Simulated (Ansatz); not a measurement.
## The polar optical mode of BAs at 4 GPa, worked through

Method: DFT PBEsol, scalar-relativistic, plane waves, PAW (Ansatz 0.2.0). Plane waves to 420 eV; Γ-centred k mesh 10×10×10; fixed occupations. No spin polarisation. Phonons by linear response, acoustic sum rule imposed.

The cell, relaxed at 4 GPa:
Space group F-43m (No. 216). a = 4.725 Å, b = 4.725 Å, c = 4.725 Å, α = 90.00°, β = 90.00°, γ = 90.00°
```csv
atom,site,symmetry,x,y,z
B,4a,-43m,0.0000,0.0000,0.0000
As,4c,-43m,0.2500,0.2500,0.2500
```

The run warned that the force constants aren't converged on this k mesh, so the frequencies and all that is formed from them are rough.

Linear response gives ν_TO = 709.3 cm⁻¹, Born charges ±0.568 e (positive on As) and ε∞ = 9.767. The primitive cell holds 26.379 Å³, and the masses are 10.810 and 74.922 amu.

Question: Find ν_LO and the static dielectric constant.

Answer: The long-wave field adds a restoring force: ω_LO² − ω_TO² = Z*²e²/(ε_vac ε∞ μV). In these units ν_LO² − ν_TO² = 4.92064×10⁷ Z*²/(μ V ε∞) cm⁻², with μ = m₁m₂/(m₁ + m₂) = 9.447 amu: 6514 cm⁻². So ν_LO = √(709.3² + 6514) = 713.9 cm⁻¹, and the run gives 713.9. Lyddane–Sachs–Teller then gives ε0 = ε∞ (ν_LO/ν_TO)² = 9.89, against 9.89 in the run (it forms both from the same three quantities, so the match checks the arithmetic only). Between ν_TO and ν_LO the dielectric function is negative and an undamped crystal reflects fully: a reststrahlen band from 14.0 to 14.1 μm.

Question: What do the Clausius–Mossotti polarisability and the Szigeti charge come to?

Answer: With the Lorentz local field, α = (3V/4π)(ε∞ − 1)/(ε∞ + 2) = 4.69 Å³ for the pair, and e_S = 3Z*/(ε∞ + 2) = 0.14 e. The Born charge includes the electrons' response to the dipole's own local field, and e_S takes that enhancement out. The Lorentz field assumes point-like polarisable ions, a poor picture once ε∞ is this large, since the electron clouds then overlap or are shared, so both numbers are formal here.

Question: How strongly does a slow electron couple to the LO mode?

Answer: For one isotropic parabolic band, Fröhlich's constant is α_F = (1/ε∞ − 1/ε0) √(m* Ry/ħω_LO), with Ry = 13.606 eV, ħω_LO = 88.5 meV and m* in free-electron masses: α_F = 0.0013 × 12.40 × √m* = 0.02 √m*. The band mass isn't part of this run; for m* = 0.1, 0.3 and 1 it gives 0.01, 0.01, 0.02. In weak coupling the polaron lies α_F ħω_LO below the band edge (1 meV at m* = 0.3) with a mass m*(1 + α_F/6); past α_F of about 5 or 6 that expansion fails. A semilocal functional's ε∞ tends to be too large, which taken alone lowers α_F.

Cost: 1 run of about 0.36 core-minutes, on AMD EPYC 9R45 (Zen 5) (shared hosts).

The small LO–TO splitting marks BAs as a nearly non-polar, covalent crystal. Boron and arsenic are close in electronegativity and share their sp³ bonding electrons almost evenly, so the optical displacement creates only a weak dipole, whose long-range field the electrons then screen strongly. The lattice therefore adds little to the static dielectric constant. The high optical frequency comes instead from stiff bonds and the light boron atom, which dominates the relative motion.

The positive Born charge on As reverses the usual III–V assignment of cation and anion. This probably reflects the compact boron 2p shell, which has no p core beneath it and draws bonding charge towards boron; being a dynamical charge, however, it doesn't measure the static ionicity.

The weak Fröhlich coupling suggests that polar optical scattering is a minor channel for carriers and that large-polaron dressing by this mode is slight. It doesn't establish weak electron–phonon coupling overall, since deformation-potential scattering by acoustic and optical phonons survives even in a wholly non-polar crystal.
